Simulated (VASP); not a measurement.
# GaP (F-43m) in VASP: a series of runs

Runs on GaP. Level: LDA. Tasks: dielectric tensor.

Program: VASP 6.6.1. These are calculated values, not measurements. Logs are shortened: lines on timing, memory, paths and dates and some standing lists are left out, and cuts for length are marked.

## (1) The crystal as given

It takes space group F-43m (No. 216, cubic). The conventional cell has a = 5.451 Å, b = 5.451 Å, c = 5.451 Å, α = 90.00°, β = 90.00°, γ = 90.00°. Ga (site symmetry -43m) has 4 P at 2.36 Å as nearest neighbours. P (site symmetry -43m) has 4 Ga at 2.36 Å as nearest neighbours.

## (2) Dielectric tensor, LDA

File INCAR:

```
PREC = Accurate ; ENCUT = 340
EDIFF = 1E-8 ; ISMEAR = 0
SIGMA = 0.01 ; LREAL = F
LASPH = T ; NELM = 100
ALGO = Normal ; ISIF = 2
LWAVE = F ; LCHARG = F
LEPSILON = T
```

File KPOINTS:

```
Automatic mesh
0
Gamma
  8 8 8
```

File POSCAR:

```
GaP
1.0
    0.0000000000      2.7252500000      2.7252500000
    2.7252500000      0.0000000000      2.7252500000
    2.7252500000      2.7252500000      0.0000000000
Ga P
1 1
Direct
    0.0000000000      0.0000000000      0.0000000000
    0.7500000000      0.7500000000      0.7500000000
```

Potentials or basis: VASP PAW LDA potentials, release 64 (Ga_d, P).

Run with:

```bash
$ cat potpaw_LDA.64/Ga_d/POTCAR potpaw_LDA.64/P/POTCAR > POTCAR
$ mpirun -np 1 vasp_std > vasp.out
```

OUTCAR:

```text
PREC = Accurate
   ENCUT = 340
   EDIFF = 1E-8
   ISMEAR = 0
   LREAL = F
   LASPH = T
   NELM = 100
   ISIF = 2
   LEPSILON = T

 Found     29 irreducible k-points:

 Following reciprocal coordinates:
            Coordinates               Weight
  0.000000  0.000000  0.000000      1.000000
  0.125000  0.000000  0.000000      8.000000
  0.250000  0.000000  0.000000      8.000000
  0.375000  0.000000  0.000000      8.000000
  0.500000  0.000000  0.000000      4.000000
  0.125000  0.125000  0.000000      6.000000
   k-points           NKPTS =     29   k-points in BZ     NKDIM =     29   number of bands    NBANDS=     13
   number of dos      NEDOS =    301   number of ions     NIONS =      2
   total plane-waves  NPLWV =  13824
   dimension x,y,z NGX =    24 NGY =   24 NGZ =   24
   dimension x,y,z NGXF=    48 NGYF=   48 NGZF=   48
   ions per type =               1   1
   NGX,Y,Z   is equivalent  to a cutoff of  10.35, 10.35, 10.35 a.u.
   NGXF,Y,Z  is equivalent  to a cutoff of  20.70, 20.70, 20.70 a.u.
 SYSTEM =  unknown system
   PREC   = accura    normal or accurate (medium, high low for compatibility)
   ISTART =      0    job   : 0-new  1-cont  2-samecut
   ICHARG =      2    charge: 1-file 2-atom 10-const
   ISPIN  =      1    spin polarized calculation?
   LNONCOLLINEAR =      F non collinear calculations
   LSORBIT =      F    spin-orbit coupling
   LASPH  =      T    aspherical Exc in radial PAW
   ENCUT  =  340.0 eV  24.99 Ry    5.00 a.u.   5.79  5.79  5.79*2*pi/ulx,y,z
   NELM   =    100;   NELMIN=  2; NELMDL= -5     # of ELM steps
   EDIFF  = 0.1E-07   stopping-criterion for ELM
   LREAL  =      F    real-space projection
   EDIFFG = 0.1E-06   stopping-criterion for IOM
   NSW    =      0    number of steps for IOM
   IBRION =     -1    ionic relax: 0-MD 1-quasi-New 2-CG
   NFREE  =      0    steps in history (QN), initial steepest desc. (CG)
   ISIF   =      2    stress and relaxation
   ISYM   =      2    0-nonsym 1-usesym 2-fastsym
   POTIM  = 0.5000    time-step for ionic-motion
   TEBEG  =    0.0;   TEEND  =   0.0 temperature during run
   PSTRESS=    0.0 pullay stress
   NELECT =      18.0000    total number of electrons
   NUPDOWN=      -1.0000    fix difference up-down
   EMIN   =  10.00;   EMAX   =-10.00  energy-range for DOS
   EFERMI =   0.00;   METHOD = LEGACY
   ISMEAR =     0;   SIGMA  =   0.01  broadening in eV -4-tet -1-fermi 0-gaus
   EFERMI_NEDOS =   21; number of points for ismear=-14 and -15
   IALGO  =     38    algorithm
   IMIX   =      4    mixing-type and parameters
[... 147 lines left out ...]
      0.00000      0.00000      0.00000         0.000000      0.000000      0.000000
      4.08788      4.08788      4.08788        -0.000000     -0.000000     -0.000000
 -----------------------------------------------------------------------------------
    total drift:                                0.000000      0.000000     -0.000001

  FREE ENERGIE OF THE ION-ELECTRON SYSTEM (eV)
  ---------------------------------------------------
  free  energy   TOTEN  =       -10.4404895369 eV

  energy  without entropy=      -10.4404895369  energy(sigma->0) =      -10.44048954

 HEAD OF MICROSCOPIC STATIC DIELECTRIC TENSOR (INDEPENDENT PARTICLE, excluding Hartree and local field effects)
 ------------------------------------------------------
          12.635721     0.000000     0.000000
           0.000000    12.635721     0.000000
           0.000000     0.000000    12.635721
 ------------------------------------------------------

 Free energy of the ion-electron system (eV)
  ---------------------------------------------------
  ---------------------------------------------------
  free energy    TOTEN  =        -1.28569790 eV

  energy without entropy =       -1.28569790

------------------------ aborting loop because EDIFF is reached ----------------------------------------

--------------------------------------- Ionic step        2  -------------------------------------------

------------------------ aborting loop because EDIFF is reached ----------------------------------------

--------------------------------------- Ionic step        3  -------------------------------------------

 Free energy of the ion-electron system (eV)
  ---------------------------------------------------
  ---------------------------------------------------
  free energy    TOTEN  =        -1.28569858 eV

  energy without entropy =       -1.28569858

------------------------ aborting loop because EDIFF is reached ----------------------------------------

 PIEZOELECTRIC TENSOR FIELD DIRECTION 3  (e Angst)
 -----------------------------------------------------------------------------
    -0.00025  2.04217  0.00000           (  0.00000  0.03721  0.00000)
     2.04217 -0.00025  0.00000           (  0.03721  0.00000  0.00000)
     0.00000  0.00000 -0.00132           (  0.00000  0.00000 -0.00000)

 PIEZOELECTRIC TENSOR FIELD DIRECTION 3  (C/m^2)
 -----------------------------------------------------------------------------
    -0.00010  0.80827  0.00000
     0.80827 -0.00010  0.00000
     0.00000  0.00000 -0.00052

 MACROSCOPIC STATIC DIELECTRIC TENSOR (including local field effects in DFT)
 ------------------------------------------------------
          11.909529    -0.000000    -0.000000
          -0.000000    11.909529    -0.000000
           0.000000     0.000000    11.909529
 ------------------------------------------------------

 PIEZOELECTRIC TENSOR (including local field effects)  for field in x, y, z        (e  Angst)
          XX          YY          ZZ          XY          YZ          ZX
  --------------------------------------------------------------------------------
  x    -0.00000     0.00000     0.00000     0.00000     2.04963    -0.00000
  y    -0.00000     0.00000    -0.00000     0.00000     0.00000     2.04963
  z     0.00000    -0.00000    -0.00000     2.04963     0.00000     0.00000

 PIEZOELECTRIC TENSOR (including local field effects)  for field in x, y, z        (C/m^2)
          XX          YY          ZZ          XY          YZ          ZX
  --------------------------------------------------------------------------------
  x    -0.00000     0.00000     0.00000     0.00000     0.81122    -0.00000
  y    -0.00000     0.00000    -0.00000     0.00000     0.00000     0.81122
  z     0.00000    -0.00000    -0.00000     0.81122     0.00000     0.00000

 BORN EFFECTIVE CHARGES (including local field effects) (in |e|, cummulative output)
 ---------------------------------------------------------------------------------
 ion    1
    1     2.17789     0.00000     0.00000
    2    -0.00000     2.17789    -0.00000
    3     0.00000    -0.00000     2.17789
 ion    2
    1    -2.17789    -0.00000    -0.00000
    2     0.00000    -2.17789     0.00000
    3    -0.00000     0.00000    -2.17789
```

Run time: 1.8 min. Hardware: 1 thread of Intel Xeon Platinum 8259CL at 2.50GHz (Skylake/Cascade Lake), shared host; peak memory 0.19 GiB.

The run converged, but some of its settings lie outside the range that counts as converged, so its numbers aren't taken as properties of the crystal.

Results:

- Band gap on the k mesh: 1.49 eV, indirect (least direct gap 1.64 eV)
- Electronic dielectric tensor (diagonal): 11.91
- Born charges (mean of the diagonal): Ga +2.18; P -2.18 e

## (3) Dielectric tensor, LDA

Changes to INCAR since step 2:

```diff
@@ -1,2 +1,2 @@
-PREC = Accurate ; ENCUT = 340
+PREC = Accurate ; ENCUT = 520
 EDIFF = 1E-8 ; ISMEAR = 0
```

File KPOINTS:

```
Automatic mesh
0
Gamma
  7 7 7
```

POSCAR is that of step 2.

Potentials or basis: VASP PAW LDA potentials, release 64 (Ga_d, P).

Run with:

```bash
$ cat potpaw_LDA.64/Ga_d/POTCAR potpaw_LDA.64/P/POTCAR > POTCAR
$ mpirun -np 1 vasp_std > vasp.out
```

OUTCAR:

```text
PREC = Accurate
   ENCUT = 520
   EDIFF = 1E-8
   ISMEAR = 0
   LREAL = F
   LASPH = T
   NELM = 100
   ISIF = 2
   LEPSILON = T

 Found     20 irreducible k-points:

 Following reciprocal coordinates:
            Coordinates               Weight
  0.000000  0.000000  0.000000      1.000000
  0.142857  0.000000  0.000000      8.000000
  0.285714  0.000000  0.000000      8.000000
  0.428571  0.000000  0.000000      8.000000
  0.142857  0.142857  0.000000      6.000000
  0.285714  0.142857  0.000000     24.000000
   k-points           NKPTS =     20   k-points in BZ     NKDIM =     20   number of bands    NBANDS=     13
   number of dos      NEDOS =    301   number of ions     NIONS =      2
   total plane-waves  NPLWV =  27000
   dimension x,y,z NGX =    30 NGY =   30 NGZ =   30
   dimension x,y,z NGXF=    60 NGYF=   60 NGZF=   60
   ions per type =               1   1
   NGX,Y,Z   is equivalent  to a cutoff of  12.94, 12.94, 12.94 a.u.
   NGXF,Y,Z  is equivalent  to a cutoff of  25.88, 25.88, 25.88 a.u.
 SYSTEM =  unknown system
   PREC   = accura    normal or accurate (medium, high low for compatibility)
   ISTART =      0    job   : 0-new  1-cont  2-samecut
   ICHARG =      2    charge: 1-file 2-atom 10-const
[... 209 lines left out ...]
  ---------------------------------------------------
  free energy    TOTEN  =        -1.37388897 eV

  energy without entropy =       -1.37388897

------------------------ aborting loop because EDIFF is reached ----------------------------------------

 PIEZOELECTRIC TENSOR FIELD DIRECTION 3  (e Angst)
 -----------------------------------------------------------------------------
    -0.00013  2.09286  0.00000           (  0.00000  0.03574  0.00000)
     2.09286 -0.00013  0.00000           (  0.03574  0.00000  0.00000)
     0.00000  0.00000 -0.00135           (  0.00000  0.00000 -0.00000)

 PIEZOELECTRIC TENSOR FIELD DIRECTION 3  (C/m^2)
 -----------------------------------------------------------------------------
    -0.00005  0.82833  0.00000
     0.82833 -0.00005  0.00000
     0.00000  0.00000 -0.00053

 MACROSCOPIC STATIC DIELECTRIC TENSOR (including local field effects in DFT)
 ------------------------------------------------------
          12.662317     0.000000     0.000000
           0.000000    12.662317     0.000000
           0.000000     0.000000    12.662317
 ------------------------------------------------------

 PIEZOELECTRIC TENSOR (including local field effects)  for field in x, y, z        (e  Angst)
          XX          YY          ZZ          XY          YZ          ZX
  --------------------------------------------------------------------------------
  x    -0.00000    -0.00000    -0.00000     0.00000     2.10363     0.00000
  y     0.00000     0.00000     0.00000     0.00000     0.00000     2.10363
  z    -0.00000     0.00000     0.00000     2.10363     0.00000     0.00000

 PIEZOELECTRIC TENSOR (including local field effects)  for field in x, y, z        (C/m^2)
          XX          YY          ZZ          XY          YZ          ZX
  --------------------------------------------------------------------------------
  x    -0.00000    -0.00000    -0.00000     0.00000     0.83259     0.00000
  y     0.00000     0.00000     0.00000     0.00000     0.00000     0.83259
  z    -0.00000     0.00000     0.00000     0.83259     0.00000     0.00000

 BORN EFFECTIVE CHARGES (including local field effects) (in |e|, cummulative output)
 ---------------------------------------------------------------------------------
 ion    1
    1     2.23318     0.00000    -0.00000
    2    -0.00000     2.23318     0.00000
    3     0.00000     0.00000     2.23318
 ion    2
    1    -2.23318     0.00000     0.00000
    2     0.00000    -2.23318    -0.00000
    3    -0.00000    -0.00000    -2.23318
```

OSZICAR:

```text
N       E                     dE             d eps       ncg     rms          rms(c)
DAV:   1     0.804002965529E+02    0.80400E+02   -0.92544E+03   528   0.199E+03
DAV:   2    -0.417640539474E+01   -0.84577E+02   -0.80875E+02   570   0.331E+02
DAV:   3    -0.106264500203E+02   -0.64500E+01   -0.64065E+01   650   0.769E+01
[... 11 lines left out ...]
RMM:   8    -0.137397091847E+01   -0.46882E-03   -0.10690E-05  3352   0.239E-02    0.120E-03
RMM:   9    -0.137390362450E+01    0.67294E-04   -0.25653E-06  3423   0.935E-03    0.575E-04
RMM:  10    -0.137389810160E+01    0.55229E-05    0.45659E-07  3371   0.329E-03    0.286E-04
RMM:  11    -0.137389299197E+01    0.51096E-05    0.75539E-08  3410   0.135E-03    0.614E-05
RMM:  12    -0.137388926968E+01    0.37223E-05   -0.12505E-08  3093   0.507E-04    0.267E-05
RMM:  13    -0.137388930677E+01   -0.37085E-07   -0.61844E-08  1920   0.169E-04    0.117E-05
RMM:  14    -0.137388896948E+01    0.33728E-06    0.31441E-09  1342   0.942E-05    0.409E-06
```

It took 4 min on 1 thread of Intel Xeon Platinum 8259CL at 2.50GHz (Skylake/Cascade Lake), shared host; peak memory 0.22 GiB.

The run converged, but some of its settings lie outside the range that counts as converged, so its numbers aren't taken as properties of the crystal.

Results:

```
Band gap on the k mesh                  : 1.44 eV, indirect (least direct gap 1.64 eV)
Electronic dielectric tensor (diagonal) : 12.66
Born charges (mean of the diagonal)     : Ga +2.23; P -2.23 e
```

Caveat: an odd mesh through Γ misses points on the zone boundary, where band edges often lie.

(Continued in part 2 of 2.)
